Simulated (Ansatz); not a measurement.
## LiBr (Fm-3m): the dielectric response by several routes

Wanted: ε∞ of LiBr (Fm-3m) from perturbation theory, a sum over states and the RPA step of G0W0, with cost.

Calculated with Ansatz 0.2.0; linear response on PBE, plane waves, PAW.

## Step 1: Starting point

Symmetry: Fm-3m, No. 225, cubic system. The conventional cell has a = 5.501 Å, b = 5.501 Å, c = 5.501 Å, α = 90.00°, β = 90.00°, γ = 90.00°. Li has 6 Br at 2.75 Å nearest. Nearest to Br lie 6 Li at 2.75 Å. Farther neighbours and most contacts between anions are not listed.

The cell and positions come from the Crystallography Open Database and are kept as given unless a step says otherwise.

## Step 2: Response to a homogeneous field

ε∞ sets how strongly the crystal screens. Perturbation theory gives it with local fields and without a sum over empty bands.

This step: dielectric response by perturbation theory, PBE, plane waves, PAW; PAW set soft_1.

input.yaml

```yaml
crystal:
  lattice:
    - [0.0, 2.75065, 2.75065]
    - [2.75065, 0.0, 2.75065]
    - [2.75065, 2.75065, 0.0]
  atoms:
    - { symbol: Li, position: [0.0, 0.0, 0.0] }
    - { symbol: Br, position: [0.5, 0.5, 0.5] }
kpoints:
  mp_grid: { grid: [6, 6, 6] }
hamiltonian:
  xc: pbe
  pseudopotentials: { kind: paw, azcp: { folder: soft_1 } }
scf:
  occupations: { method: fixed }
dielectric: {}
```

On the command line:

```
ansatz run input.yaml --threads 24 --pin off --max-ram 82944MiB --backend cuda --events-out ev --progress --plain --runs-dir out --devices 1 --max-vram 78GiB
```

Numbers of over 12 decimals in the logs are rounded to 6 here.

The program printed:

```text
GPUs: using 1 of 1 available (devices: 1).
Engine: ansatz 0.2.0, aarch64-unknown-linux-gnu
Pseudopotentials: kind: paw
Pseudopotential: Li, paw, valence charge 3, recommended cutoff 420 eV (normal), soft_1/Li.paw.azcp
Pseudopotential: Br, paw, valence charge 7, recommended cutoff 420 eV (normal), soft_1/Br.paw.azcp
Functional definition: PBE
  parameter kappa = 0.804
  parameter beta = 0.066725
  exchange = pbe_x(kappa = kappa, mu = beta*pi^2/3)
  correlation = pbe_c(beta = beta)
device memory: the entry about to start is reckoned to put 0.5 GiB on a device that reports 163.4 GiB free (of which the cap on the GPU budget leaves the run 78.0 GiB)
GPU FFT provider: cuFFT
GPU libraries: cuBLAS 13.8.1, cuFFT 12.4.0, cuSOLVER 12.3.2
GPU matrix products: emulated (plane waves: as basis.precision tells), large ones in fixed point in workspaces of 1.00 GiB
Crystal: 2 atoms, lattice volume = 41.623 Å³
Basis set: ecut = 420 eV, 869 PW (Γ), exchange–correlation on 54×54×54 points (8 copies of the dense FFT grid, shifted against one another)
Bands: 9, of which v1, the nominal top of the filled ones, is band 5 counted from 1 (4 counted from 0)
Symmetry: 48 space group operations
k-points: 30 of 216 (irreducible under 8 space group operations, time reversal used)
Non-local potential: Li, projectors of the file, l = 0: 3, l = 1: 2, l = 2: 1
Non-local potential: Br, projectors of the file, l = 0: 2, l = 1: 2, l = 2: 2
PAW form: soft (Blöchl's): semilocal exchange-correlation on the pseudo side does not see the compensation charge
PAW one-centre angular grid: Li, 110 points (default); XC on 96 Gauss nodes
PAW one-centre angular grid: Br, 110 points (default); XC on 64 Gauss nodes
Initial density: superposition of atomic densities (chi_scale 0.1, normalization cell, long waves kept (reshape's long-wave potential 0.00 eV rms))
Initial wavefunctions: pseudopotential atomic-orbital guess
GPU buffer pool allocated for 19683 grid points (all kernels)
GPU transforms: local potential and band sums: pruned to the plane-wave sphere, on 25×25×25
Functional: x = pbe(κ = 0.804, μ = 0.219515), c = pbe(β = 0.066725)
SCF iter   1: F=—  HF=-2990.973151 eV  |F-HF|=—  |Δ(HF+E_count)|=         —  Δρ=2.41e-2  dr2=1.80e-1  ethr=3.10e-3  ⟨swp⟩=4.5  Hψ=1533  notcnv=0  defer=30
preconditioner: auto → none  [insulator: Δε(μ)=4.559 eV  Ē_g=12.601 eV  n_scr=8 (ndim 8)  ℏωp=16.3 eV  f_vac=0.000  ε∞_Penn≈2.7]
SCF iter   2: F=—  HF=-2990.967081 eV  |F-HF|=—  |Δ(HF+E_count)|=   6.07e-3  Δρ=1.14e-2  dr2=3.58e-2  ethr=1.80e-3  ⟨swp⟩=2.0  Hψ=584  notcnv=0  defer=46
SCF iter   3: F=—  HF=-2990.972952 eV  |F-HF|=—  |Δ(HF+E_count)|=   5.87e-3  Δρ=2.09e-3  dr2=1.40e-3  ethr=3.58e-4  ⟨swp⟩=3.0  Hψ=487  notcnv=0  defer=50
SCF iter   4: F=—  HF=-2990.973217 eV  |F-HF|=—  |Δ(HF+E_count)|=   2.65e-4  Δρ=3.11e-4  dr2=3.45e-5  ethr=1.40e-5  ⟨swp⟩=2.4  Hψ=432  notcnv=0  defer=56
SCF iter   5: F=—  HF=-2990.973287 eV  |F-HF|=—  |Δ(HF+E_count)|=   7.02e-5  Δρ=2.73e-5  dr2=4.67e-7  ethr=3.45e-7  ⟨swp⟩=2.0  Hψ=426  notcnv=0  defer=56
SCF iter   6: F=—  HF=-2990.973270 eV  |F-HF|=—  |Δ(HF+E_count)|=   1.72e-5  Δρ=3.23e-6  dr2=4.10e-9  ethr=4.67e-9  ⟨swp⟩=2.0  Hψ=392  notcnv=0  defer=2
SCF iter   7: F=-2990.973270 eV  HF=-2990.973270 eV  |F-HF|=9.00e-11  |Δ(HF+E_count)|=   2.72e-9  Δρ=5.68e-7  dr2=8.88e-11  ethr=1.00e-12  ⟨swp⟩=3.2  Hψ=1596  notcnv=0
SCF 1 converged in 7 iterations: F = -2990.973270 eV  dr2 = 8.88e-11
  greatest PAW one-centre occupation: 1.000 electrons in one spin orbital (limit 2), on the Li atom at site 0 (counted from 0), in its partial waves of l = 0
the response reads at least the filled bands of the reference SCF and the lowest empty band at each k-point, and that SCF's band table does not vouch for those bands. The notice of the band table in this run's record says why
device memory: the entry about to start is reckoned to put 0.3 GiB on a device that reports 163.4 GiB free (of which the cap on the GPU budget leaves the run 78.0 GiB)
NSCF: frozen V_eff on 1 k-points
device memory: the entry about to start is reckoned to put 0.3 GiB on a device that reports 163.4 GiB free (of which the cap on the GPU budget leaves the run 78.0 GiB)
NSCF: frozen V_eff on 1 k-points
device memory: the entry about to start is reckoned to put 0.1 GiB on a device that reports 163.4 GiB free (of which the cap on the GPU budget leaves the run 78.0 GiB)
device memory: the entry about to start is reckoned to put 4.2 GiB on a device that reports 163.4 GiB free (of which the cap on the GPU budget leaves the run 78.0 GiB)
DFPT response loops at Γ: preconditioner auto → none (the input reference at scf.mixing.eps_inf says where Resta's filter doesn't serve); β = 0.50; Broyden in place of MSR1
── the response to a field inside a basis, on 6×6×6 k-points: an SCF that follows is theirs, and a resumed run solves both again ──
device memory: the entry about to start is reckoned to put 0.2 GiB on a device that reports 163.3 GiB free (of which the cap on the GPU budget leaves the run 78.0 GiB)
GPU FFT provider: cuFFT
GPU libraries: cuBLAS 13.8.1, cuFFT 12.4.0, cuSOLVER 12.3.2
GPU matrix products: emulated (plane waves: as basis.precision tells), large ones in fixed point in workspaces of 1.00 GiB
Bands: 6, of which v1, the nominal top of the filled ones, is band 5 counted from 1 (4 counted from 0)
k-points: 28 of 216 (irreducible under 12 space group operations)
Initial density: handed on by an earlier stage of this run
Initial wavefunctions: pseudopotential atomic-orbital guess (no wavefunctions were taken with the density)
GPU buffer pool allocated for 19683 grid points (all kernels)
GPU transforms: band sums: pruned to the plane-wave sphere, on 25×25×25
Eigensolver: Dense (28 Hₖ)
SCF iter   1: F=—  HF=-2990.973088 eV  |F-HF|=—  |Δ(HF+E_count)|=         —  Δρ=4.34e-5  dr2=2.81e-7  ethr=1.00e-1
preconditioner: auto → none  [insulator: Δε(μ)=5.225 eV  Ē_g=10.999 eV  n_scr=8 (ndim 8)  ℏωp=16.3 eV  f_vac=0.001  ε∞_Penn≈3.2]
SCF iter   2: F=-2990.973090 eV  HF=-2990.973089 eV  |F-HF|=5.37e-7  |Δ(HF+E_count)|=   1.50e-6  Δρ=2.15e-5  dr2=3.87e-8  ethr=2.81e-9
SCF 1 converged in 2 iterations: F = -2990.973090 eV  dr2 = 3.87e-8
device memory: the entry about to start is reckoned to put 0.1 GiB on a device that reports 163.2 GiB free (of which the cap on the GPU budget leaves the run 78.0 GiB)
device memory: the entry about to start is reckoned to put 0.3 GiB on a device that reports 163.2 GiB free (of which the cap on the GPU budget leaves the run 78.0 GiB)
DFPT response loops at Γ: mixed as the last ones told, above
SCF converged after 7 iterations
Free energy (F): -2990.973270 eV
Harris-Foulkes:  -2990.973270 eV  (|F-HF|=9.00e-11)
Internal energy: -2990.973270 eV  (E = F + TS)
E sigma→0 (E₀):  -2990.973270 eV
Fermi energy:    2.048858 eV
--- Per-component energies (eV) ---
  E_band       = -102.076388
  E_kinetic    = 148.480048
  E_local      = -299.620895  (includes V_loc(G=0)·N_el)
  E_nonlocal   = 31.635662
  E_hartree    = 80.707285
  E_xc         = -206.616449
  E_vxc        = -121.403503  (∫ρ·V_xc dr)
  E_paw        = -2337.634070  (= ΣΔE_a)
  E_vpaw       = -22.582600  (= ΣTr[D̂ρ^β])
  E_aug_tail   = 0.000252  (compensation charges beyond the density's cutoff)
  E_ewald      = -407.925104
  E_smearing   = -0.000000  (= −TS)
  E_closure    = -0.000000  (closes the sum)
  Σ components = -2990.973270   (vs F -2990.973270, Δ=0.00e0)
--- Band table (eV; the first three rows and the last of 30) ---
  k-point 0: bands = ["-42.3410", "-11.3835", "2.0489", "2.0489", "2.0489", "6.9876", "12.5616", "12.5616", "12.5616"]
  k-point 1: bands = ["-42.3408", "-11.2745", "1.1111", "1.9778", "1.9778", "7.7677", "11.6253", "12.0164", "12.0164"]
  k-point 2: bands = ["-42.3403", "-11.0399", "-0.2580", "1.8475", "1.8475", "7.9178", "10.6517", "10.6517", "12.5708"]
  k-point 29: bands = ["-42.3397", "-10.7261", "-0.4803", "0.3659", "0.9111", "9.1991", "10.3668", "11.8353", "12.5943"]
--- Dielectric response (ions clamped): 3 representative field directions + reference, inside a basis on a mesh of 216 k-points (Σ response iterations 12) ---
  ε∞ (high-frequency dielectric tensor):
        3.422548    -0.000000    -0.000000
       -0.000000     3.422548     0.000000
       -0.000000     0.000000     3.422548
  Born effective charges Z* (e; rows j = field, columns β = displacement):
    site 0:
         1.23856    0.00000   -0.00000
         0.00000    1.23856    0.00000
         0.00000   -0.00000    1.23856
    site 1:
        -1.23856   -0.00000    0.00000
        -0.00000   -1.23856   -0.00000
        -0.00000    0.00000   -1.23856
  Z* charge neutrality: 1.557e-3 e pre-enforcement
  solved inside a basis spanned on kpoints, on 6×6×6 k-points, its susceptibility summed on 10×10×10: ε∞ is read to err by 8.6e-3, Z* by 8.5e-3 e (field_mesh: kpoints solves on kpoints); Z* is corrected for what the basis lacks
```

Run time: 3 s. Hardware: 1 × NVIDIA GB200 (shared by 2 runs) with 24 threads of Arm Neoverse V2, shared host; peak memory 1.1 GiB.

In the SCF lines HF is the Harris–Foulkes energy and dr2 the Hartree energy of the density residual, in eV; the loop may stop once dr2 is under the threshold and the program's other checks hold. Hψ counts applications of the Hamiltonian.

This step gave:

* stated error of ε∞: 0.0086

One over ε∞ averages 0.29, somewhat over the quarter of exact exchange in PBE0.

High-frequency dielectric tensor:

```
3.42 0.00 0.00
0.00 3.42 0.00
0.00 0.00 3.42
```

Born effective charge (e), principal values of the symmetric part by kind of site:

| atom | atoms with these values | low | middle | high | mean |
| --- | --- | --- | --- | --- | --- |
| Li1 | 1 | 1.24 | 1.24 | 1.24 | 1.24 |
| Br2 | 1 | -1.24 | -1.24 | -1.24 | -1.24 |

In full for Li1:

```
1.24 0.00 0.00
0.00 1.24 0.00
0.00 0.00 1.24
```

## Step 3: Independent-particle spectrum

The independent-particle spectrum shows where the oscillator strength lies, before excitons and local fields.

This step: independent-particle optics on PBE, plane waves, PAW; PAW set soft_1.

input.yaml, the sections that differ from step 2:

```yaml
kpoints:
  mp_grid: { grid: [8, 8, 8] }
scf:
  occupations: { method: fixed }
  n_extra_bands: 28
output:
  optics: { e_range: [0, 25], de: 0.1, sigma: 0.2 }
# crystal, hamiltonian: as in step 2
# dielectric: removed
```

The program printed:

```text
[...]
GPUs: using 1 of 1 available (devices: 1).
[...]
GPU FFT provider: cuFFT
GPU libraries: cuBLAS 13.8.1, cuFFT 12.4.0, cuSOLVER 12.3.2
[...]
Crystal: 2 atoms, lattice volume = 41.623 Å³
Basis set: ecut = 420 eV, 869 PW (Γ)
Bands: 33, of which v1, the nominal top of the filled ones, is band 5 counted from 1 (4 counted from 0)
[... 1 set-up line as in the run before ...]
[...]
k-points: 29 of 512
[...]
GPU buffer pool allocated for 19683 grid points (all kernels)
[...]
SCF iter   1: F=—  HF=-2990.973557 eV  |F-HF|=—  |Δ(HF+E_count)|=         —  Δρ=2.40e-2  dr2=1.73e-1  ethr=3.10e-3  ⟨swp⟩=4.0  Hψ=3509  notcnv=0  defer=712
[...]
SCF iter   8: F=-2990.973587 eV  HF=-2990.973587 eV  |F-HF|=4.55e-13  |Δ(HF+E_count)|=  1.96e-11  Δρ=2.44e-8  dr2=4.00e-13  ethr=1.00e-12  ⟨swp⟩=9.7  Hψ=6402  notcnv=0
SCF 1 converged in 8 iterations: F = -2990.973587 eV  dr2 = 4.00e-13
[...]
Optics k sum: 0 of 29 k-points
Optics k sum: 2 of 29 k-points
[...]
Optics k sum: 29 of 29 k-points
[...]
SCF converged after 8 iterations
Free energy (F): -2990.973587 eV
[...]
Internal energy: -2990.973587 eV  (E = F + TS)
E sigma→0 (E₀):  -2990.973587 eV
Fermi energy:    2.048466 eV
[...]
--- Band table (eV; the first three rows and the last of 29) ---
  k-point 0: bands = [... 1 lower, -11.3840, 2.0485, 2.0485, 2.0485, 6.9874, 12.5614, 12.5614, 12.5614, ... 24 higher]
  k-point 1: bands = [... 1 lower, -11.3208, 1.4643, 2.0063, 2.0063, 7.5139, 11.8162, 12.3770, 12.3770, ... 24 higher]
  k-point 2: bands = [... 1 lower, -11.1607, 0.3749, 1.9104, 1.9104, 8.0185, 11.2488, 11.2488, 11.7864, ... 24 higher]
  k-point 28: bands = [... 1 lower, -10.7278, -0.0884, -0.0884, 0.9100, 10.0611, 10.6204, 11.5014, 11.5014, ... 24 higher]
```

Run time: 2.4 s. Hardware: 1 × NVIDIA GB200 (shared by 2 runs) with 24 threads; peak memory 1 GiB.

Numbers from this step:

```yaml
eps_infinity_without_local_fields_xx_yy_zz: 3.735, 3.735, 3.735
electrons_in_the_f_sum_xx_yy_zz: 8.776, 8.776, 8.776
bands_in_the_explicit_sum_the_static_value_is_completed_to_all_bands: 33
```

The sum gives ε∞ = 3.73 without local fields.

The ε₂, xx=yy=zz has structure finer than the step of the table below, so its rows give means over 1 eV, whole bins alone (the curve runs from 0 to 25 eV). Peaks (eV: height): 7.6: 9.60, 8.7: 8.12.

Independent particles, no local fields, Gaussian width 0.2 eV. ε₂, xx=yy=zz against photon energy; means over each step:

| photon energy (eV) | ε₂, xx=yy=zz |
| --- | --- |
| 4 | 0 |
| 5 | 0.285 |
| 6 | 3.02 |
| 7 | 5.54 |
| 8 | 6.31 |
| 9 | 7.61 |
| 10 | 4.89 |
| 11 | 3.08 |
| 12 | 1.65 |
| 13 | 0.821 |
| 14 | 0.705 |
| 15 | 0.668 |
| 16 | 0.661 |
| 17 | 0.623 |
| 18 | 0.610 |
| 19 | 0.638 |
| 20 | 0.407 |
| 21 | 0.229 |
| 22 | 0.196 |
| 23 | 0.214 |
| 24 | 0.160 |

Independent particles, no local fields, Gaussian width 0.2 eV. The loss function, xx=yy=zz by photon energy; read off at these points:

```
photon energy (eV)  loss function, xx=yy=zz
               4.0                        0
               5.0                  0.00614
               6.0                   0.0381
               7.0                   0.0793
               8.0                    0.218
               9.0                    0.129
              10.0                    0.203
              11.0                    0.212
              12.0                    0.278
              13.0                    0.537
              14.0                     1.08
              15.0                     1.46
              16.0                     1.53
              17.0                     1.54
              18.0                     1.47
              19.0                     1.53
              20.0                     2.53
              20.5                     3.28
              21.0                     2.32
              22.0                     1.27
              23.0                     1.11
              24.0                    0.821
              25.0                    0.470
```

Independent particles, no local fields, Gaussian width 0.2 eV. The ε₁, xx=yy=zz by photon energy:

| photon energy (eV) | ε₁, xx=yy=zz |
| --- | --- |
| 0 | 3.73 |
| 1 | 3.77 |
| 2 | 3.91 |
| 3 | 4.17 |
| 4 | 4.68 |
| 5 | 6.00 |
| 6 | 8.56 |
| 7 | 6.12 |
| 8 | 0.770 |
| 9 | 0.727 |
| 10 | -1.49 |
| 11 | -2.27 |
| 12 | -1.80 |
| 13 | -0.920 |
| 14 | -0.382 |
| 15 | -0.0863 |
| 16 | 0.0465 |
| 17 | 0.124 |
| 18 | 0.216 |
| 19 | 0.120 |
| 20 | 0.0496 |
| 21 | 0.214 |
| 22 | 0.346 |
| 23 | 0.397 |
| 24 | 0.407 |
| 25 | 0.498 |

## Step 4: RPA screening from the G0W0 run

Now the one-shot GW correction: screening in the RPA, then the self-energy of the levels asked for. This step takes PAW set soft_1 files.

This step: G0W0 on PBE, plane waves, PAW; PAW set soft_1.

input.yaml, the sections that differ from step 3:

```yaml
kpoints:
  mp_grid: { grid: [6, 6, 6] }
scf:
  occupations: { method: fixed }
gw:
  n_empty_bands: 267
  ecut_chi: 200.0
  qp_bands: [v2, c2]
  qp_kpoints: band_edges
  screening: { model: contour_deformation }
# crystal, hamiltonian: as in step 3
# output: removed
```

The program printed:

```text
GPUs: using 1 of 1 available (devices: 1).
[...]
GPU FFT provider: cuFFT
GPU libraries: cuBLAS 13.8.1, cuFFT 12.4.0, cuSOLVER 12.3.2
[...]
Crystal: 2 atoms, lattice volume = 41.623 Å³
Basis set: ecut = 420 eV, 869 PW (Γ)
Bands: 9, of which v1, the nominal top of the filled ones, is band 5 counted from 1 (4 counted from 0)
[... 1 set-up line as in the run before ...]
[...]
k-points: 16 of 216
[...]
1     7     11.6253    -4.7398    -4.0188    -9.4092  0.8203    12.2808    12.2759  root
[...]
14     4      0.2888   -18.0684     2.3688   -13.8781  0.7879    -1.5792    -1.5328  root
    14     5      1.2181   -19.0038     2.1177   -15.1248  0.7948    -0.5808    -0.5432  root
    14     6      9.7268    -4.6929    -3.8604    -9.2420  0.8291    10.4202    10.4156  root
    14     7      9.9356    -5.2927    -3.8327    -9.8403  0.8254    10.6555    10.6504  root
[key lines of the parts left out:]
SCF converged after 6 iterations
Free energy (F): -2990.973283 eV
Fermi energy:    2.048908 eV
```

Run time: 7.9 s. Hardware: 1 × NVIDIA GB200 (shared by 2 runs) with 24 threads; peak memory 1.2 GiB.

Numbers from this step:

```
bands summed                                 : 272
RPA ε∞ on this mesh (eigenvalues)            : 3.163, 3.163, 3.163
plane waves in the screening matrix          : 283
G0W0 gap on the mesh                         : 7.200 eV
k of the valence top                         : 0, 0, 0
k of the conduction bottom                   : 0, 0, 0
starting gap on the mesh                     : 4.939 eV
least direct G0W0 gap on the computed points : 7.200 eV
```

The gap on the mesh goes from 4.94 eV to 7.20 eV, a correction of +2.26 eV. Between the two edge states, bare exchange in place of the xc potential would open the gap by 7.73 eV, and correlation takes back 5.47 eV.

Mean over the mesh in bins of 0.25 1/Å. Static inverse dielectric function, diagonal against length of q+G:

| length of q+G (Å⁻¹) | static inverse dielectric function, diagonal |
| --- | --- |
| 0.33 | 0.344 |
| 0.49 | 0.363 |
| 0.98 | 0.468 |
| 1.24 | 0.525 |
| 1.51 | 0.587 |
| 1.99 | 0.698 |
| 2.27 | 0.755 |
| 2.51 | 0.795 |
| 3.02 | 0.854 |
| 3.25 | 0.876 |
| 3.50 | 0.895 |
| 4.01 | 0.928 |
| 4.26 | 0.940 |
| 4.50 | 0.950 |
| 4.99 | 0.965 |
| 5.25 | 0.971 |
| 5.50 | 0.976 |
| 6.01 | 0.983 |
| 6.25 | 0.986 |
| 6.50 | 0.989 |
| 7.01 | 0.993 |
| 7.18 | 0.994 |

## Step 5: The values together

Times are wall times on 1 × NVIDIA GB200 (shared by 2 runs) with 24 threads of Arm Neoverse V2, shared host, good to a factor of about two.

```csv
method,mesh,"ε∞, low",middle,high,mean,time
perturbation theory (local fields and xc kernel),6×6×6 (response on 216 points),3.42,3.42,3.42,3.42,3 s
sum over states (no local fields),8×8×8,3.73,3.73,3.73,3.73,2.4 s
"RPA with local fields, on the GW mesh",6×6×6,3.16,3.16,3.16,3.16,7.9 s
```

## Step 6: Outcome

```
perturbation theory (local fields and xc kernel) : 3.42, 3.42, 3.42
sum over states (no local fields)                : 3.73, 3.73, 3.73
RPA with local fields, on the GW mesh            : 3.16, 3.16, 3.16
```

Mean Born effective charge: Li1 1.24, Br2 -1.24 e. The most distinct maxima of the ε₂, xx=yy=zz lie at 7.6 and 8.7 eV, the highest at 7.6 eV. The loss function, xx=yy=zz has its highest peak at 20.5 eV. The sum without local fields gives 3.73 in the mean against 3.42 by perturbation theory; local fields lower ε∞ and the xc kernel gives part of it back, though the sum also carries the error of its own mesh. The RPA values on the 6×6×6 mesh average 0.92 times those of perturbation theory (means 3.16 and 3.42). Without the xc kernel RPA should lie a little lower, as the mean does. PBE usually puts the gap too low, which tends to raise ε∞. Ions are clamped, so the lattice part of the static constant is not in these numbers.

[Paths, hosts, dates, memory and timing lines, banners, echoed tables and standing remarks are left out of the program output.]

[Logs are printed without paths, hosts, clocks, repeated set-up lines and the standing remarks that a program may print on its own settings, such as how far it seeks lower states.]

[Runs of the session that timed out or met a known fault of the program may be left out.]

[Cells called generated may have been cut or substituted from an entry of the Crystallography Open Database or the Materials Project.]

[Hosts, paths, dates, database ids (printed as entryN), source tags and the programs' standing remarks are cut or masked in the printed files.]
